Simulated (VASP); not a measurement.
# Al (Fm-3m) in VASP: settings compared, part 3 of 3

VASP 6.6.1. The steps go on from the part before.

## Step 4: Relaxation of cell and atoms, r2SCAN

Input file INCAR:

```
SYSTEM = Al
ALGO     = Normal         ! electronic algorithm
EDIFF    = 1E-6           ! SCF threshold, eV
EDIFFG   = -0.01          ! ionic threshold
ENCUT    = 600            ! plane-wave cutoff, eV
IBRION   = 2              ! ionic algorithm
ISIF     = 3              ! what is computed and relaxed
ISMEAR   = 1              ! smearing method
LASPH    = .TRUE.         ! aspherical terms in the spheres
LCHARG   = .FALSE.        ! write CHGCAR
LMIXTAU  = .TRUE.       
LREAL    = .FALSE.        ! projectors in reciprocal space
LWAVE    = .FALSE.        ! write WAVECAR
METAGGA  = R2SCAN         ! meta-GGA
NELM     = 80             ! most SCF steps
NSW      = 90             ! ionic steps
PREC     = Accurate       ! precision mode
SIGMA    = 0.1            ! smearing width, eV
```

Input file KPOINTS:

```
k-points
0
G
  16 16 16
  0 0 0
```

Input file POSCAR:

```
Al
1.0
    0.0000000000      2.0248050000      2.0248050000
    2.0248050000      0.0000000000      2.0248050000
    2.0248050000      2.0248050000      0.0000000000
Al
1
Direct
    0.0000000000      0.0000000000      0.0000000000
```

Potentials or basis: VASP PAW PBE potentials, release 64 (Al).

The run is started by

```console
$ cat potpaw_PBE.64/Al/POTCAR > POTCAR
$ mpirun -np 1 vasp_std > vasp.out
```

OUTCAR:

```text
SYSTEM = Al
   EDIFF = 1E-6
   EDIFFG = -0.01
   ENCUT = 600
   IBRION = 2
   ISIF = 3
   ISMEAR = 1
   LASPH = .TRUE.
   LREAL = .FALSE.
   METAGGA = R2SCAN
   NELM = 80
   NSW = 90
   PREC = Accurate

 ion  position               nearest neighbor table
   1  0.000  0.000  0.000-

  LATTYP: Found a face centered cubic cell.
 ALAT       =     4.0496100000

  Lattice vectors:

 A1 = (   0.0000000000,   2.0248050000,   2.0248050000)
 A2 = (   2.0248050000,   0.0000000000,   2.0248050000)
 A3 = (   2.0248050000,   2.0248050000,   0.0000000000)

Analysis of symmetry for initial positions (statically):
=====================================================================
 Subroutine PRICEL returns:
 Original cell was already a primitive cell.

 Routine SETGRP: Setting up the symmetry group for a
 face centered cubic supercell.

 Subroutine GETGRP returns: Found 48 space group operations
 (whereof 48 operations were pure point group operations)
 out of a pool of 48 trial point group operations.

The static configuration has the point symmetry O_h .

Analysis of symmetry for dynamics (positions and initial velocities):
=====================================================================
 Subroutine PRICEL returns:
 Original cell was already a primitive cell.

 Routine SETGRP: Setting up the symmetry group for a
 face centered cubic supercell.

 Subroutine GETGRP returns: Found 48 space group operations
 (whereof 48 operations were pure point group operations)
 out of a pool of 48 trial point group operations.

The dynamic configuration has the point symmetry O_h .

 Subroutine INISYM returns: Found 48 space group operations
 (whereof 48 operations are pure point group operations),
 and found     1 'primitive' translations

----------------------------------------------------------------------------------------

                                     Primitive cell

  volume of cell :      16.6027

  direct lattice vectors                    reciprocal lattice vectors
     0.000000000  2.024805000  2.024805000    -0.246937359  0.246937359  0.246937359
     2.024805000  0.000000000  2.024805000     0.246937359 -0.246937359  0.246937359
     2.024805000  2.024805000  0.000000000     0.246937359  0.246937359 -0.246937359

  length of vectors
     2.863506692  2.863506692  2.863506692     0.427708053  0.427708053  0.427708053

  position of ions in fractional coordinates (direct lattice)
     0.000000000  0.000000000  0.000000000

  ion indices of the primitive-cell ions
   primitive index   ion index
                 1           1

----------------------------------------------------------------------------------------

 KPOINTS: k-points

Automatic generation of k-mesh.
 Grid dimensions read from file:
 generate k-points for:   16   16   16

 Generating k-lattice:

  Cartesian coordinates                     Fractional coordinates (reciprocal lattice)
    -0.015433585  0.015433585  0.015433585     0.062500000  0.000000000  0.000000000
     0.015433585 -0.015433585  0.015433585     0.000000000  0.062500000  0.000000000
     0.015433585  0.015433585 -0.015433585     0.000000000  0.000000000  0.062500000

  Length of vectors
     0.026731753  0.026731753  0.026731753

  Shift w.r.t. Gamma in fractional coordinates (k-lattice)
     0.000000000  0.000000000  0.000000000

 Subroutine IBZKPT returns following result:
 ===========================================

 Found    145 irreducible k-points:

 Following reciprocal coordinates:
            Coordinates               Weight
  0.000000  0.000000  0.000000      1.000000
  0.062500  0.000000  0.000000      8.000000
  0.125000  0.000000  0.000000      8.000000
  0.187500  0.000000  0.000000      8.000000
  0.250000  0.000000  0.000000      8.000000
  0.312500  0.000000  0.000000      8.000000
[... 16 lines left out ...]
 -0.125000  0.062500  0.000000     24.000000
 -0.062500  0.062500  0.000000     12.000000
 [... further k-points ...]
   k-points           NKPTS =    145   k-points in BZ     NKDIM =    145   number of bands    NBANDS=      5
   number of dos      NEDOS =    301   number of ions     NIONS =      1
   total plane-waves  NPLWV =  13824
   dimension x,y,z NGX =    24 NGY =   24 NGZ =   24
   dimension x,y,z NGXF=    48 NGYF=   48 NGZF=   48
   ions per type =               1
   NGX,Y,Z   is equivalent  to a cutoff of  13.93, 13.93, 13.93 a.u.
   NGXF,Y,Z  is equivalent  to a cutoff of  27.87, 27.87, 27.87 a.u.
 SYSTEM =  Al
   PREC   = accura    normal or accurate (medium, high low for compatibility)
   ISTART =      0    job   : 0-new  1-cont  2-samecut
   ICHARG =      2    charge: 1-file 2-atom 10-const
   ISPIN  =      1    spin polarized calculation?
   LNONCOLLINEAR =      F non collinear calculations
   LSORBIT =      F    spin-orbit coupling
   LASPH  =      T    aspherical Exc in radial PAW
   ENCUT  =  600.0 eV  44.10 Ry    6.64 a.u.   5.72  5.72  5.72*2*pi/ulx,y,z
   NELM   =     80;   NELMIN=  2; NELMDL= -5     # of ELM steps
   EDIFF  = 0.1E-05   stopping-criterion for ELM
   LREAL  =      F    real-space projection
   EDIFFG = -.1E-01   stopping-criterion for IOM
   NSW    =     90    number of steps for IOM
   IBRION =      2    ionic relax: 0-MD 1-quasi-New 2-CG
   NFREE  =      1    steps in history (QN), initial steepest desc. (CG)
   ISIF   =      3    stress and relaxation
   ISYM   =      2    0-nonsym 1-usesym 2-fastsym
   POTIM  = 0.5000    time-step for ionic-motion
   TEBEG  =    0.0;   TEEND  =   0.0 temperature during run
   PSTRESS=    0.0 pullay stress
   NELECT =       3.0000    total number of electrons
   NUPDOWN=      -1.0000    fix difference up-down
   EMIN   =  10.00;   EMAX   =-10.00  energy-range for DOS
   EFERMI =   0.00;   METHOD = LEGACY
   ISMEAR =     1;   SIGMA  =   0.10  broadening in eV -4-tet -1-fermi 0-gaus
   EFERMI_NEDOS =   21; number of points for ismear=-14 and -15
   IALGO  =     38    algorithm
   IMIX   =      4    mixing-type and parameters
     AMIX     =   0.40;   BMIX     =  1.00
     AMIX_MAG =   1.60;   BMIX_MAG =  1.00
  volume/ion in A,a.u.               =      16.60       112.04
  Fermi-wavevector in a.u.,A,eV,Ry     =   0.925526  1.748991 11.654733  0.856599
  Thomas-Fermi vector in A             =   2.051390
   LORBIT       =      0    0 simple, 1 ext, 2 COOP (PROOUT), +10 PAW based schemes
   METAGGA = R2SCAN    functional components
   LHFCALC =     F    Hartree Fock is set to
   AEXX    =    0.0000 exact exchange contribution
   IVDW    =     0    specifies the selected vdW correction
   LEPSILON=     F    determine dielectric tensor
   LRPA    =     F    only Hartree local field effects (RPA)
 conjugate gradient relaxation of ions
 non-spin polarized calculation
 Methfessel and Paxton  Order N= 1 SIGMA  =   0.10
  energy-cutoff  :      600.00
  volume of cell :       16.60
 maximum number of plane-waves:       568
   NGX = 11   NGY = 11   NGZ = 11

--------------------------------------- Ionic step        1  -------------------------------------------

 number of electron       3.0000000 magnetization

 Free energy of the ion-electron system (eV)
  ---------------------------------------------------
  ext. energy  EPLUGINS =         0.00000000
  ---------------------------------------------------
  free energy    TOTEN  =        -6.73448096 eV

  energy without entropy =       -6.73473081  energy(sigma->0) =       -6.73456425

------------------------ aborting loop because EDIFF is reached ----------------------------------------

  FORCE on cell =-STRESS in cart. coord.  units (eV):
  Direction    XX          YY          ZZ          XY          YZ          ZX
  --------------------------------------------------------------------------------------
  -------------------------------------------------------------------------------------
  Total       -0.3903780     -0.3903780     -0.3903780      0.0000000     -0.0000000      0.0000000
  in kB      -37.6717953    -37.6717953    -37.6717953      0.0000000     -0.0000000      0.0000000
  external PRESSURE =     -37.6717953 kB  Pullay stress =       0.0000000 kB
[... 57 lines left out ...]
--------------------------------------- Ionic step        3  -------------------------------------------

 number of electron       3.0000000 magnetization

 Free energy of the ion-electron system (eV)
  ---------------------------------------------------
  ext. energy  EPLUGINS =         0.00000000
  ---------------------------------------------------
  free energy    TOTEN  =        -6.74360626 eV

  energy without entropy =       -6.74380529  energy(sigma->0) =       -6.74367260

 E-fermi :   8.4578     XC(G=0): -11.0539

 val. band max:        8.4461056613   @ k =  -0.3125   0.4375   0.1250
 cond. band min:       8.5692250828   @ k =   0.5000   0.2500   0.1250
 fundamental gap:      0.1231194215
 Fermi energy:         8.4577744104

 k-point     1 :       0.0000    0.0000    0.0000
  band No.  band energies     occupation
      1      -3.6884      2.00000
      2      21.9798      0.00000
      3      21.9798      0.00000
      4      21.9798      0.00000
      5      24.2034      0.00000
[... 177 lines left out ...]
 k-point    24 :      -0.0625    0.0625    0.0000
  band No.  band energies     occupation
      1      -3.3799      2.00000
      2      18.9757      0.00000
      3      19.9157      0.00000
      4      22.2799      0.00000
      5      24.4138      0.00000

 [... further k-points ...]
[... 5 lines left out ...]
  --------------------------------------------------------------------------------------
  -------------------------------------------------------------------------------------
  Total        0.0028984      0.0028984      0.0028984     -0.0000000     -0.0000000     -0.0000000
  in kB        0.2927293      0.2927293      0.2927293     -0.0000000     -0.0000000     -0.0000000
  external PRESSURE =       0.2927293 kB  Pullay stress =       0.0000000 kB
[... 16 lines left out ...]
  FREE ENERGIE OF THE ION-ELECTRON SYSTEM (eV)
  ---------------------------------------------------
  free  energy   TOTEN  =        -6.7436062576 eV

  energy  without entropy=       -6.7438052856  energy(sigma->0) =       -6.74367260

 reached required accuracy - stopping structural energy minimisation
```

Run time: 97 s. Hardware: 1 thread of Intel Xeon Platinum 8259CL at 2.50GHz (Skylake/Cascade Lake), shared host; peak memory 0.15 GiB.

What came out:

```yaml
Free_energy: -6.7436 eV
Relaxed_volume: 15.86 Å³/atom
Relaxed_cell: a = 2.820 Å, b = 2.820 Å, c = 2.820 Å, α = 60.00°, β = 60.00°, γ = 60.00°
Space_group_after_relaxing_to_0.05_Å: Fm-3m (No. 225)
Energy_gained_by_relaxing: 9.1 meV/atom
Ionic_steps: 3
Pressure_after_relaxing: 0.0 GPa
Band_gap_on_the_k_mesh: none (metal or under the smearing width)
```

Step by step:
| step | energy change (eV) | largest force (eV/Å) | pressure (GPa) | volume (Å³) |
| --- | --- | --- | --- | --- |
| 1 | 0.0000 | 0.0000 | -3.77 | 16.60 |
| 2 | -0.0085 | 0.0000 | 1.13 | 15.68 |
| 3 | -0.0091 | 0.0000 | 0.03 | 15.86 |

Final structure:
```
Al
1.0
     0.00000    1.99431    1.99431
     1.99431    0.00000    1.99431
     1.99431    1.99431    0.00000
Al
1
Direct
  0.00000 0.00000 0.00000
```

Levels at points of the mesh, in eV from the Fermi level:
```csv
k point,band 1,band 2,band 3,band 4,band 5
"(0.00, 0.00, 0.00)",-12.15,13.52,13.52,13.52,15.75
"(0.50, 0.00, 0.00)",-5.19,-4.61,12.24,12.24,12.74
"(0.50, 0.50, 0.00)",-3.28,-1.69,5.45,6.17,6.17
```

Caveat: the PAW data sets were made with another functional, which shifts forces and pressure a little.

## Step 5: Relaxation of cell and atoms, r2SCAN

This run uses another cell than the first one, of 15.86 Å³/atom, 0.955 times its volume.

Edit INCAR of step 4 so:

```diff
@@ -2,4 +2,4 @@
 ALGO     = Normal         ! electronic algorithm
-EDIFF    = 1E-6           ! SCF threshold, eV
-EDIFFG   = -0.01          ! ionic threshold
+EDIFF    = 1E-7           ! SCF threshold, eV
+EDIFFG   = -0.005         ! ionic threshold
 ENCUT    = 600            ! plane-wave cutoff, eV
```

KPOINTS is that of step 4.

Input file POSCAR:

```
Al                                      
1.0
    0.0000000000      1.9943126525      1.9943126525
    1.9943126525     -0.0000000000      1.9943126525
    1.9943126525      1.9943126525      0.0000000000
  Al            
     1
Direct
     0.0000000000000000    0.0000000000000000    0.0000000000000000
```

The run is started by

```console
$ cat potpaw_PBE.64/Al/POTCAR > POTCAR
$ mpirun -np 1 vasp_std > vasp.out
```

It took 57 s on 1 thread of Intel Xeon Platinum 8259CL at 2.50GHz (Skylake/Cascade Lake), shared host; peak memory 0.14 GiB.

Results (log left out):

```yaml
Free_energy: -6.7436 eV
Pressure_after_relaxing: 0.0 GPa
Band_gap_on_the_k_mesh: none (metal or under the smearing width)
```

Final structure:
```yaml
crystal:
  lattice:
    - [0.00000, 1.99431, 1.99431]
    - [1.99431, 0.00000, 1.99431]
    - [1.99431, 1.99431, 0.00000]
  atoms:
    - { symbol: Al, position: [0.00000, 0.00000, 0.00000] }
```

Levels at points of the mesh, in eV from the Fermi level:
```tsv
k point	band 1	band 2	band 3	band 4	band 5
(0.00, 0.00, 0.00)	-12.15	13.52	13.52	13.52	15.75
(0.50, 0.00, 0.00)	-5.19	-4.61	12.24	12.24	12.74
(0.50, 0.50, 0.00)	-3.28	-1.69	5.45	6.17	6.17
```

Caveat: the relaxation stopped at its first step, so nothing moved; the PAW data sets were made with another functional, which shifts forces and pressure a little.
